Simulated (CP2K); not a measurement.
Crystal: Ti.

```
CELL_PARAMETERS angstrom
2.87085 0.00000 0.00000
1.43543 2.48623 0.00000
1.43543 0.82874 2.34404
ATOMIC_POSITIONS crystal
Ti 0.00000 0.00000 0.00000
```

This isn't the form of Ti at room conditions, which is hcp.

Base run:

```yaml
Program: CP2K 2026.2
Functional: PW91
Potentials_or_basis: POTENTIAL_UZH Ti GTH-PBE-q12; TZVP-MOLOPT-PBE-GTH basis
Density_cutoff: 9184 eV
k_mesh: 11 × 11 × 11
Occupations: fermi-dirac, width 0.05 eV
Spin: no spin polarisation
```

Its results: band gap on the k mesh none (metal or under the smearing width); pressure 3.6 GPa.

Q: The run is repeated on the same cell with these changes: functional from PW91 to AM05. What comes out?

A: Band gap on the k mesh none (metal or under the smearing width); pressure 0.0 GPa.

AM05 binds more tightly than PW91, so the same cell stands under less pressure.

Caveats: the potentials were made for another functional, which shifts forces and pressure; the basis of atomic orbitals isn't converged, which shifts pressures, moduli and gaps.
